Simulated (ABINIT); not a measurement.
# Ni (Fm-3m) in ABINIT: settings compared, part 2 of 2

ABINIT 10.8.3 (patched build). The steps go on from the part before.

### 3 Single point, PW91, collinear spin, ferromagnetic start

run.abi

```
# Pseudopotentials
pp_dirpath "./"
pseudos "Ni.GGA_PBE-JTH.xml"

# Structure
acell 2.4572992075 2.4572992075 2.4572992075 Angstrom
rprim
     0.0000000000     0.7071067812     0.7071067812
     0.7071067812     0.0000000000     0.7071067812
     0.7071067812     0.7071067812     0.0000000000
ntypat 1
znucl 28
natom 1
typat 1
xred
     0.0000000000     0.0000000000     0.0000000000

# Plane-wave basis
ecut 1333.357926 eV
pawecutdg 73.5
pawxcdev 0

# k points
kptopt 1
ngkpt 13 13 13
nshiftk 1
shiftk 0.0 0.0 0.0

# Exchange and correlation
ixc -109134

# Bands and occupations
nband 14
occopt 3
tsmear 0.05 eV

# Spin
nsppol 2
spinat
     0.0000000000     0.0000000000     1.0000000000

# SCF cycle
nstep 100
tolvrs 1.0e-9

# Output
iomode 3
prtwf 0
prtden 0
prteig 0
prtebands 0
```

Potentials or basis: JTH PAW PBE v2.0.

Command:

```bash
$ abinit run.abi > log 2>&1
```

run.abo:

```text
.Version 10.8.3 of ABINIT
 Symmetries : space group Fm -3 m (#225); Bravais cF (face-center cubic)
================================================================================
 Values of the parameters that define the memory need of the present run
     intxc =       0    ionmov =       0      iscf =      17    lmnmax =      18
     lnmax =       6     mgfft =      30  mpssoang =       3    mqgrid =    3001
     natom =       1  nloc_mem =       2    nspden =       2   nspinor =       1
    nsppol =       2      nsym =      48    n1xccc =       1    ntypat =       1
    occopt =       3   xclevel =       2
       mpw =        1185          nfft =       27000          nkpt =          84
 PAW method is used; the additional fine FFT grid is defined by:
   mgfftf=        36    nfftf =     46656
================================================================================
================================================================================

--------------------------------------------------------------------------------
------------- Echo of variables that govern the present computation ------------
--------------------------------------------------------------------------------
 -outvars: echo values of preprocessed input variables --------
            acell      4.6436225116E+00  4.6436225116E+00  4.6436225116E+00 Bohr
              amu      5.86900000E+01
             ecut      4.90000000E+01 Hartree
                       outvar_i_n : Printing only first  50 k-points.
              ixc     -109134
                       outvar_i_n : Printing only first  50 k-points.
         kptrlatt       13    0    0      0   13    0      0    0   13
          kptrlen      6.03670927E+01
            natom           1
            nband          14
            ngfft          30      30      30
          ngfftdg          36      36      36
             nkpt          84
           nspden           2
           nsppol           2
            nstep         100
             nsym          48
           ntypat           1
                       prtocc : prtvol=0, do not print more k-points.
                       1.000000  1.000000  1.000000  1.000000  1.000000  1.000000
                       1.000000  1.000000  1.000000  0.000000  0.000000  0.000000
                       0.000000  0.000000
                       1.000000  1.000000  1.000000  1.000000  1.000000  1.000000
                       1.000000  1.000000  1.000000  0.000000  0.000000  0.000000
                       0.000000  0.000000
                       1.000000  1.000000  1.000000  1.000000  1.000000  1.000000
                       1.000000  1.000000  1.000000  0.000000  0.000000  0.000000
                       0.000000  0.000000
                       1.000000  1.000000  1.000000  1.000000  1.000000  1.000000
                       1.000000  1.000000  1.000000  0.000000  0.000000  0.000000
                       0.000000  0.000000
                       1.000000  1.000000  1.000000  1.000000  1.000000  1.000000
                       1.000000  1.000000  1.000000  0.000000  0.000000  0.000000
                       0.000000  0.000000
                       1.000000  1.000000  1.000000  1.000000  1.000000  1.000000
                       1.000000  1.000000  1.000000  0.000000  0.000000  0.000000
[... 118 lines left out ...]
                       1.000000  1.000000  1.000000  1.000000  1.000000  1.000000
                       1.000000  1.000000  1.000000  0.000000  0.000000  0.000000
                       0.000000  0.000000
                       1.000000  1.000000  1.000000  1.000000  1.000000  1.000000
                       1.000000  1.000000  1.000000  0.000000  0.000000  0.000000
                       0.000000  0.000000
                       1.000000  1.000000  1.000000  1.000000  1.000000  1.000000
                       1.000000  1.000000  1.000000  0.000000  0.000000  0.000000
                       0.000000  0.000000
                       1.000000  1.000000  1.000000  1.000000  1.000000  1.000000
                       1.000000  1.000000  1.000000  0.000000  0.000000  0.000000
                       0.000000  0.000000
                       1.000000  1.000000  1.000000  1.000000  1.000000  1.000000
                       1.000000  1.000000  1.000000  0.000000  0.000000  0.000000
                       0.000000  0.000000
                       prtocc : prtvol=0, do not print more k-points.
           occopt           3
[... 125 lines left out ...]
  Sum:                 8.259914     7.597810     15.857723     0.662104
 Total magnetization (from the atomic spheres):                0.662104
 Total magnetization (exact up - dn):                          0.624815

================================================================================

 ----iterations are completed or convergence reached----

 Mean square residual over all n,k,spin=   11.528E-09; max=  17.107E-06
 reduced coordinates (array xred) for    1 atoms
       0.000000000000      0.000000000000      0.000000000000
 rms dE/dt=  0.0000E+00; max dE/dt=  0.0000E+00; dE/dt below (all hartree)
    1       0.000000000000      0.000000000000      0.000000000000

 cartesian coordinates (angstrom) at end:
    1      0.00000000000000     0.00000000000000     0.00000000000000

 cartesian forces (hartree/bohr) at end:
    1     -0.00000000000000    -0.00000000000000    -0.00000000000000
 frms,max,avg= 0.0000000E+00 0.0000000E+00   0.000E+00  0.000E+00  0.000E+00 h/b

 cartesian forces (eV/Angstrom) at end:
    1     -0.00000000000000    -0.00000000000000    -0.00000000000000
 frms,max,avg= 0.0000000E+00 0.0000000E+00   0.000E+00  0.000E+00  0.000E+00 e/A
 length scales=  4.643622511585  4.643622511585  4.643622511585 bohr
              =  2.457299207500  2.457299207500  2.457299207500 angstroms
 Fermi (or HOMO) energy (hartree) =   0.44330   Average Vxc (hartree)=  -0.49608
 Magnetization (Bohr magneton)=  6.24814941E-01
 Total spin up =  9.31240747E+00   Total spin down =  8.68759253E+00
 Eigenvalues (hartree) for nkpt=  84  k points, SPIN UP:
 kpt#   1, nband= 14, wtk=  0.00046, kpt=  0.0000  0.0000  0.0000 (reduced coord)
  -3.36645   -1.90721   -1.90721   -1.90721    0.09906    0.34956    0.34956    0.34956
   0.39561    0.39561    1.32200    1.47386    1.47386    1.47386
      occupation numbers for kpt#   1
   1.00000    1.00000    1.00000    1.00000    1.00000    1.00000    1.00000    1.00000
   1.00000    1.00000    0.00000    0.00000    0.00000    0.00000
 prteigrs : prtvol=0 or 1, do not print more k-points.

 Eigenvalues (hartree) for nkpt=  84  k points, SPIN DOWN:
 kpt#   1, nband= 14, wtk=  0.00046, kpt=  0.0000  0.0000  0.0000 (reduced coord)
  -3.33634   -1.87773   -1.87773   -1.87773    0.09841    0.37710    0.37710    0.37710
   0.41665    0.41665    1.31679    1.47379    1.47379    1.47379
      occupation numbers for kpt#   1
   1.00000    1.00000    1.00000    1.00000    1.00000    1.00000    1.00000    1.00000
   1.00000    1.00000    0.00000    0.00000    0.00000    0.00000
 prteigrs : prtvol=0 or 1, do not print more k-points.

--- !EnergyTerms
iteration_state     : {dtset: 1, }
comment             : Components of total free energy in Hartree
kinetic             :  2.89567078492978E+01
hartree             :  3.92631176568272E+01
xc                  : -6.70302560587726E+00
Ewald energy        : -1.13101765475609E+02
psp_core            :  5.59096075346530E+00
local_psp           : -1.19106779101673E+02
PAW spherical_terms : -5.89346357263361E+00
internal            : -1.70994247496203E+02
'-kT*entropy'       : -4.57928229954075E-04
total_energy        : -1.70994705424433E+02
total_energy_eV     : -4.65300297532199E+03
...

--- !EnergyTermsDC
iteration_state     : {dtset: 1, }
comment             : '"Double-counting" decomposition of free energy'
band_energy         : -1.45418786943310E+01
Ewald energy        : -1.13101765475609E+02
psp_core            :  5.59096075346530E+00
xc_dc               : -3.72488882274011E+01
PAW spherical_terms : -1.16926755949750E+01
internal            : -1.70994247238851E+02
'-kT*entropy'       : -4.57928229954075E-04
total_energy_dc     : -1.70994705167081E+02
total_energy_dc_eV  : -4.65300296831909E+03
...

--- !EnergyTermsWithPAWCore
iteration_state     : {dtset: 1, }
comment             : 'Components of total free energy, including PAW core contributions'
Total energy        : -1.52118069440219E+03
Total energy DC     : -1.52118069414483E+03
Total energy (eV)   : -4.13934354253075E+04
Total energy DC (eV): -4.13934354183046E+04
...

 Cartesian components of stress tensor (hartree/bohr^3)
  sigma(1 1)= -2.82244743E-04  sigma(3 2)=  0.00000000E+00
  sigma(2 2)= -2.82244743E-04  sigma(3 1)=  0.00000000E+00
  sigma(3 3)= -2.82244743E-04  sigma(2 1)=  0.00000000E+00

-Cartesian components of stress tensor (GPa)         [Pressure=  8.3039E+00 GPa]
- sigma(1 1)= -8.30392702E+00  sigma(3 2)=  0.00000000E+00
- sigma(2 2)= -8.30392702E+00  sigma(3 1)=  0.00000000E+00
- sigma(3 3)= -8.30392702E+00  sigma(2 1)=  0.00000000E+00

== END DATASET(S) ==============================================================
================================================================================

 -outvars: echo values of variables after computation  --------
            acell      4.6436225116E+00  4.6436225116E+00  4.6436225116E+00 Bohr
           etotal     -1.7099470517E+02
            fcart     -0.0000000000E+00 -0.0000000000E+00 -0.0000000000E+00
            rprim      0.0000000000E+00  7.0710678120E-01  7.0710678120E-01
                       7.0710678120E-01  0.0000000000E+00  7.0710678120E-01
                       7.0710678120E-01  7.0710678120E-01  0.0000000000E+00
           strten     -2.8224474252E-04 -2.8224474252E-04 -2.8224474252E-04
                       0.0000000000E+00  0.0000000000E+00  0.0000000000E+00
 Calculation completed.
```

It took 81 s on 1 thread of Arm Neoverse V2, shared host; peak memory 0.17 GiB.

What came out:

```
Free energy                                           : -4653.0030 eV
Pressure                                              : 8.3 GPa
Band gap on the k mesh                                : none (metal or under the smearing width)
Net moment                                            : 0.62 μB per cell
Site moments                                          : Ni +0.66 μB
Valence electrons inside the program's atomic spheres : Ni 15.86 (radii [0.9601] Å)
```

Levels at points of the mesh, in eV from the Fermi level:
Spin up:
| k point | band 7 | band 8 | band 9 | band 10 | band 11 | band 12 |
| --- | --- | --- | --- | --- | --- | --- |
| (0.00, 0.00, 0.00) | -2.55 | -2.55 | -1.30 | -1.30 | 23.91 | 28.04 |
Spin down:
| k point | band 7 | band 8 | band 9 | band 10 | band 11 | band 12 |
| --- | --- | --- | --- | --- | --- | --- |
| (0.00, 0.00, 0.00) | -1.80 | -1.80 | -0.73 | -0.73 | 23.77 | 28.04 |

Caveat: the PAW data sets were made with another functional, which shifts forces and pressure a little.
